**Examination question: K and L3 levels and the Kα1 line of the 3+ ions from zirconium to gadolinium**

The table gives Dirac-Fock ΔSCF energies, in eV, for free ions of charge +3. Z is the nuclear charge and each ion has Z − 3 electrons. The K and L3 binding energies are the energies needed to remove a 1s or a 2p₃/₂ electron. Kα1 is the photon emitted when a 2p₃/₂ electron fills a 1s hole.

K and L3 binding energies and Kα1 line energies of free 3+ ions in their tabulated ground configurations, calculated with Radial Dirac-Fock and Kohn-Sham solver 2, 3. The method is average-of-configuration Dirac-Fock ΔSCF with a finite nucleus, first-order Breit interaction including its frequency dependence, self-energy and vacuum polarisation, without correlation.

| species | Z | electrons | Kα1 (eV) | K binding energy (eV) | L3 binding energy (eV) |
| --- | --- | --- | --- | --- | --- |
| Zr3+ | 40 | 37 | 15773.3 | 18036.6 | 2263.3 |
| Nb3+ | 41 | 38 | 16613.5 | 19026.0 | 2412.5 |
| Mo3+ | 42 | 39 | 17477.5 | 20043.7 | 2566.2 |
| Tc3+ | 43 | 40 | 18365.4 | 21089.9 | 2724.5 |
| Ru3+ | 44 | 41 | 19277.5 | 22164.9 | 2887.4 |
| Rh3+ | 45 | 42 | 20214.0 | 23268.9 | 3054.9 |
| Pd3+ | 46 | 43 | 21175.1 | 24402.0 | 3227.0 |
| Ag3+ | 47 | 44 | 22161.0 | 25564.7 | 3403.7 |
| Cd3+ | 48 | 45 | 23172.0 | 26757.0 | 3585.0 |
| In3+ | 49 | 46 | 24208.3 | 27979.4 | 3771.0 |
| Sn3+ | 50 | 47 | 25269.8 | 29239.6 | 3969.8 |
| Sb3+ | 51 | 48 | 26357.2 | 30531.3 | 4174.1 |
| Te3+ | 52 | 49 | 27470.5 | 31855.7 | 4385.1 |
| I3+ | 53 | 50 | 28610.3 | 33212.0 | 4601.6 |
| Xe3+ | 54 | 51 | 29776.8 | 34600.4 | 4823.6 |
| Cs3+ | 55 | 52 | 30970.2 | 36021.2 | 5051.0 |
| Ba3+ | 56 | 53 | 32190.9 | 37474.8 | 5283.9 |
| La3+ | 57 | 54 | 33439.3 | 38961.5 | 5522.2 |
| Ce3+ | 58 | 55 | 34716.9 | 40476.2 | 5759.3 |
| Pr3+ | 59 | 56 | 36023.0 | 42024.1 | 6001.0 |
| Nd3+ | 60 | 57 | 37358.0 | 43605.5 | 6247.6 |
| Pm3+ | 61 | 58 | 38722.1 | 45221.0 | 6498.9 |
| Sm3+ | 62 | 59 | 40115.6 | 46870.6 | 6755.1 |
| Eu3+ | 63 | 60 | 41539.4 | 48555.4 | 7016.1 |
| Gd3+ | 64 | 61 | 42993.5 | 50275.5 | 7282.0 |

(a) Assign the shell that is being filled along the series.

(b) Test Moseley's law on Kα1, improve it with a one-electron relativistic formula, and work the estimate for La3+.

(c) Explain why the three columns grow by different factors from Zr to Gd.

(d) Form the step from each row to the next. Locate the irregular rows, give their size and explain them.

(e) Decide between an electrostatic shift, a change of effective nuclear charge and relaxation as the cause of the irregularities.

(f) State what follows for ions beyond Gd3+, and what these numbers can't be used for.

## Model answer

**(a) Shells.** The assignment is inferred from the electron count and from which runs report an open shell averaged over j. Beyond the krypton core, Zr3+ to In3+ fill 4d¹ to 4d¹⁰, Sn3+ and Sb3+ add 5s¹ and 5s², Te3+ to La3+ fill 5p¹ to 5p⁶, and Ce3+ to Gd3+ hold 4f¹ to 4f⁷. The runs report averaging for every row except In, Sn, Sb and La. Three of these are closed shells, and the 5s electron of Sn3+ has only one j. The filling shell therefore changes after In, after Sb and after La.

**(b) The main rise.** An electron jumping from n = 2 to n = 1 in the field of a charge z = Z − σ, with σ a screening constant, releases

E = ¾ Ry z² = 10.20 eV × (Z − σ)².

√Kα1 should then rise by 3.194 eV^½ per element. In the table the step is 3.302 from Zr to Nb and grows in every row to 3.537 from Eu to Gd. One σ fitted to all 25 rows leaves errors, relative to the tabulated line, from +2.6 % at Zr to −3.3 % at Gd. Solved row by row, σ falls from +0.68 through zero between I and Xe to −0.91. Negative screening has no meaning, so the formula lacks a term that grows with Z.

That term is relativity. A 1s electron moves at about zα times the speed of light, α being the fine-structure constant, and for the nodeless levels 1s and 2p₃/₂ the Dirac binding energy at a point nucleus is

B(κ) = mc²[1 − √(1 − (zα/κ)²)], with |κ| = 1 and 2.

Expanding both roots gives E ≈ ¾ Ry z² [1 + (5/16)(zα)²]. Almost all of the correction comes from the 1s level. The leading term is about 2.5 % at Zr and 6.5 % at Gd, and its growth tilts the Moseley plot upwards.

Fitted to all rows, the Dirac gap has σ = 1.260. For La3+, a row that was part of the fit, z = 55.74 and zα = 55.74/137.036 = 0.40675. With mc² = 511.0 keV the 1s term is 511.0 × (1 − √0.83455) = 44.18 keV and the 2p₃/₂ term is 511.0 × (1 − √0.95864) = 10.68 keV. The gap is 33.50 keV against the tabulated 33.44 keV, 0.19 % too high.

Over the series the rms error drops from 1.79 % to 0.21 %. The misfit that remains is systematic, from −0.38 % (−60 eV) at Zr to +0.32 % at Gd, hundreds of times the last printed digit, and the row-by-row σ climbs from 1.19 to 1.35. The same runs show part of the reason. The magnetic (Gaunt) interaction lowers the K binding energy by 33.4 eV at Zr and 83.7 eV at I, growing as Z^3.26, faster than the slope of the line. Expressed as screening this is 0.040 and 0.073, so it supplies about a third of the drift of 0.092 between those rows, slightly less once the much smaller Gaunt term of L3 is subtracted. The self-energy acts the same way (−27.9 eV at Pd, −62.2 eV at Ce), while retardation and vacuum polarisation are smaller and opposite. Theory adds the finite nucleus and the stronger repulsion within a relativistically contracted 1s shell, both of which lower the line; their share isn't separated here.

**(c) Different growth factors.** From Zr to Gd, Z² grows by 2.56, Kα1 by 2.73, K by 2.79 and L3 by 3.22. A quantity of the form (Z − σ)² grows by a larger factor the larger σ is. Inverting the Dirac formula for each binding energy gives σ of 3.9 to 4.7 for K and 14.2 to 17.9 for L3, against about 1.3 for the line.

These large values can't come from inner electrons alone, since a 1s electron shares its region with one other. The useful analogy is a hollow charged sphere of radius r: inside it there is no field, but the potential is raised everywhere by the same amount. An outer electron acts on the core in this way. It exerts almost no force on a 1s or 2p electron, yet lowers the energy needed to carry either to infinity by about ⟨1/r⟩ hartree (27.2 eV for r = 1 bohr). Binding energies feel the whole sum over outer electrons; a transition between two points inside the sphere feels none of it. In the La3+ estimate the two hydrogenic terms exceed the tabulated K and L3 energies (38.96 and 5.52 keV) by about 5.2 keV each. That the two excesses agree is forced by the fit; their size shows how much cancels in the line. The analogy holds well for n = 4 and 5. It fails for the L electrons, which share space with the 2p hole, and it ignores inner lobes, exchange and the response of one shell to another.

**(d) The irregular rows.** All three columns rise in every row, and the irregularities appear only in the steps. The second difference at a row is the step out of it minus the step into it. For L3 it is 4.5 to 4.7 eV from Nb to Cd, 5.4 to 5.5 eV at Sn and from Te to Ba, and 4.6 to 4.9 eV from Ce to Eu. The exceptions are In (12.8), Sb (6.7) and La (−1.2 eV). La to Ce is the only L3 step that is smaller than the one before it, 237.1 after 238.3 eV.

Call the kink the second difference minus the mean of its two neighbours; for L3 at In, 12.8 − (4.7 + 5.5)/2 = +7.7 eV. The L3 kinks at Sb and La are +1.2 and −6.2 eV, and K has +7.0, +1.0 and −5.2 eV at the same rows. Rounding can produce at most 0.4 eV in this quantity. Regular rows scatter by up to 0.25 eV in L3 and 0.55 eV in K, so In and La are beyond doubt, while Sb is clear in L3 and only twice the scatter in K. Even the largest kink is 0.2 % of the L3 energy.

Each step adds a proton, which deepens the core level, and an electron, which gives back about ⟨1/r⟩. While one shell fills, the amount given back changes smoothly. When the next electron enters a different shell it jumps, and the kink is roughly 27.2 eV × (1/r_old − 1/r_new). The 4d orbital is compact and 5s lies well outside it: with rough recalled radii of 1.2 and 2.2 bohr the estimate is +10 eV. The 5p orbital is slightly larger than 5s, giving a small positive value. The 4f orbital has no radial node and sits inside the 5s5p shell: rough radii of 1.8 and 1.0 bohr give −12 eV. The signs and the order of magnitude agree with the table, which is all that such radii can support.

The bare estimate overshoots, at La by a factor of two, and the direction can be argued. A 5s electron hardly shields the ten 4d electrons from the new proton, so they contract and raise the inner potential, undoing part of the gain. A 4f electron shields the eight 5s and 5p electrons well, so they contract less than they did along the 5p row and offset part of the loss.

**(e) Choosing the cause.** A flat potential shifts K and L3 by the same number of eV. A change of effective nuclear charge would shift K several times as much as L3. The hydrogenic terms give a ratio of about four at equal z; the slopes of the two columns, which also contain the effect of the added electron, give 6.3 to 6.5 at these rows. The kinks have a ratio of only 0.91 at In and 0.83 at Sb and La. The numbers thus show an almost uniform shift and exclude the second reading as the main cause.

Relaxation, the energy recovered as the other orbitals adjust to the hole, adds to the electrostatic shift. In the same runs the K relaxation energy deepens by 0.98 eV per element from Pd to Ag but by 0.53 eV from Sn to Sb. The change of 0.45 eV has the sign of the kink and is 6 % of it. Across La the comparison is coarser, because the interval from Sb to Ce holds six 5p steps and one 4f step. The relaxation deepens by 0.76 eV per element there and by 1.19 from Ce to Gd, a change of roughly a tenth of the K kink. The magnetic terms give no sign of a jump. One power law fits the K Gaunt term at Zr, Nb, Mo, Tc, Pd, Ag and I within 0.04 eV, and K retardation moves by only 0.5 eV from La to Ce. The kinks are therefore mostly present in the orbital energies before the hole is made.

Since Kα1 is K minus L3 by construction, the uniform part cancels. At In and Sb the residues, −0.4 and −0.3 eV, are of the size of the rounding and call for no cause. At La the residue is +1.1 eV, opposite in sign to the level kinks and about twice the scatter of 0.45 eV. It marks the boundary of the analogy. Charge lying between the K and L shells repels a 1s electron more than a 2p electron and lowers the line. A 5p orbital has a small inner lobe there; a 4f orbital, held out by its centrifugal barrier, has practically none, and it also loosens the penetrating s and p shells outside it. Both effects raise Kα1. The sign is argued from standard physics; the split between the two is not known from these numbers.

**(f) Extension and limits.** While 4f continues to fill, the steps should keep growing smoothly. The next kink in K and L3 is due where 4f closes and the more diffuse 5d shell begins; it should be positive. Kα1 should show far less, though the argument used at La suggests a small residue there too, this time negative. In a series of another charge the kinks move to the elements where the filling shell changes at that charge.

By the same argument, stripping three outer electrons deepens all core levels by similar amounts, so these binding energies lie above those of neutral atoms and aren't absorption edges of solids, where neighbours restore charge and the zero of energy differs. Kα1 is much less sensitive to this. Correlation is absent, which matters at the eV scale of the kinks more than for the main rise.

## Remarks on the reasoning

The success of the Dirac formula says that one-electron kinematics dominates a calculation that itself solves Dirac equations; it is not an independent test of relativity. The fitted σ near 1.3 is not a count of shielding electrons. It lumps the repulsions gained and lost when an electron moves from 2p to 1s together with magnetic, radiative and nuclear-size terms.

No feature should be expected at half-filled shells in these data. L3 shows none at Ru3+ (4d⁵), where the second difference is 4.6 eV like its neighbours. The energies are averages over the configuration, so Hund's-rule terms and the multiplet splitting from the coupling of the hole to an open 4d or 4f shell are removed by the method. The smoothness is no evidence about real multiplets.

Z and the electron count change together, so the table doesn't isolate the added electron. The argument rests on the coincidence of three kinks with three inferred shell changes, on their signs, and on the K/L3 ratio.

The scatter of 0.55 eV in K arises near Pm and Sm and slightly exceeds what rounding allows, with nothing comparable in L3. An uneven change of nuclear radius would touch 1s and spare 2p₃/₂, but that is a guess.

Row-by-row screening constants, errors, steps and second differences are in the printed output that follows.

Numerical output:

```
Moseley: sigma 0.176, rms 1.79%, worst Gd3+ -3.32% = -1426 eV
Dirac: sigma 1.260, rms 0.21%, worst Zr3+ -0.38% = -60 eV
ion last|sigma Mos Dirac|err% Mos Dirac|step into row Ka K L3|2nd diff Ka K L3 (eV)
Zr3+ 4d|+0.68 1.189|+2.60 -0.38|nan nan nan|nan nan nan
Nb3+ 4d|+0.65 1.196|+2.37 -0.33|840.2 989.4 149.2|23.8 28.3 4.5
Mo3+ 4d|+0.61 1.203|+2.13 -0.29|864.0 1017.7 153.7|23.9 28.5 4.6
Tc3+ 4d|+0.58 1.210|+1.90 -0.25|887.9 1046.2 158.3|24.2 28.8 4.6
Ru3+ 4d|+0.54 1.217|+1.66 -0.21|912.1 1075.0 162.9|24.4 29.0 4.6
Rh3+ 4d|+0.49 1.224|+1.43 -0.17|936.5 1104.0 167.5|24.6 29.1 4.6
Pd3+ 4d|+0.45 1.231|+1.19 -0.13|961.1 1133.1 172.1|24.8 29.6 4.6
Ag3+ 4d|+0.40 1.238|+0.96 -0.10|985.9 1162.7 176.7|25.1 29.6 4.6
Cd3+ 4d|+0.35 1.245|+0.72 -0.07|1011.0 1192.3 181.3|25.3 30.1 4.7
In3+ 4d|+0.29 1.252|+0.48 -0.04|1036.3 1222.4 186.0|25.2 37.8 12.8
Sn3+ 5s|+0.24 1.259|+0.24 -0.00|1061.5 1260.2 198.8|25.9 31.5 5.5
Sb3+ 5s|+0.18 1.266|+0.00 +0.03|1087.4 1291.7 204.3|25.9 32.7 6.7
Te3+ 5p|+0.11 1.273|-0.24 +0.05|1113.3 1324.4 211.0|26.5 31.9 5.5
I3+ 5p|+0.05 1.281|-0.48 +0.08|1139.8 1356.3 216.5|26.7 32.1 5.5
Xe3+ 5p|-0.02 1.288|-0.72 +0.11|1166.5 1388.4 222.0|26.9 32.4 5.4
Cs3+ 5p|-0.09 1.295|-0.97 +0.14|1193.4 1420.8 227.4|27.3 32.8 5.5
Ba3+ 5p|-0.17 1.302|-1.22 +0.16|1220.7 1453.6 232.9|27.7 33.1 5.4
La3+ 5p|-0.25 1.310|-1.47 +0.19|1248.4 1486.7 238.3|29.2 28.0 -1.2
Ce3+ 4f|-0.33 1.316|-1.72 +0.21|1277.6 1514.7 237.1|28.5 33.2 4.6
Pr3+ 4f|-0.42 1.322|-1.98 +0.23|1306.1 1547.9 241.7|28.9 33.5 4.9
Nd3+ 4f|-0.51 1.329|-2.24 +0.25|1335.0 1581.4 246.6|29.1 34.1 4.7
Pm3+ 4f|-0.60 1.335|-2.51 +0.27|1364.1 1615.5 251.3|29.4 34.1 4.9
Sm3+ 4f|-0.70 1.342|-2.77 +0.29|1393.5 1649.6 256.2|30.3 35.2 4.8
Eu3+ 4f|-0.80 1.348|-3.04 +0.31|1423.8 1684.8 261.0|30.3 35.3 4.9
Gd3+ 4f|-0.91 1.354|-3.32 +0.32|1454.1 1720.1 265.9|nan nan nan
max|Ka-(K-L3)| 0.10 eV; sqrt(Ka) step 3.302 -> 3.537, Moseley 3.194 eV^0.5
Dirac sigma Zr->Gd: K 3.91->4.73, L3 14.23->17.90; Gd/Zr: Ka 2.726 K 2.787 L3 3.217 Z^2 2.560
kink rounding floor: bound 0.40, rms 0.12 eV; regular rows max|kink| Ka 0.45 K 0.55 L3 0.25
kink In3+ 4d->5s: Ka -0.40 K +7.00 L3 +7.70 eV; K/L3 0.91 (flat 1, Zeff 6.5); bare 1/r guess +10 eV; |L3 kink|/L3 0.20%
kink Sb3+ 5s->5p: Ka -0.30 K +1.00 L3 +1.20 eV; K/L3 0.83 (flat 1, Zeff 6.3); bare 1/r guess +2 eV; |L3 kink|/L3 0.03%
kink La3+ 5p->4f: Ka +1.10 K -5.15 L3 -6.20 eV; K/L3 0.83 (flat 1, Zeff 6.3); bare 1/r guess -12 eV; |L3 kink|/L3 0.11%
K relaxation slope eV/element: 42-43:-0.97 43-46:-0.97 46-47:-0.98 47-50:-0.86 50-51:-0.53 51-58:-0.76 58-64:-1.19
slope change 4d->5s +0.45 eV (6% of K kink); 5p->4f about -0.43 eV (8%)
|K Gaunt| ~ Z^3.26, max resid 0.04 eV; K self-energy Pd->Ce ~ Z^3.45
K Gaunt in units of sigma: Zr 0.040, I 0.073; Dirac sigma drift Zr->I 0.092, Zr->Gd 0.166
Tc3+ binding minus Koopmans: K -116.3 eV (-0.55%), L3 -35.0 eV (-1.27%)
Sb3+ binding minus Koopmans: K -166.9 eV (-0.54%), L3 -43.4 eV (-1.03%)
La3+ binding minus Koopmans: K -216.0 eV (-0.55%), L3 -49.1 eV (-0.88%)
```
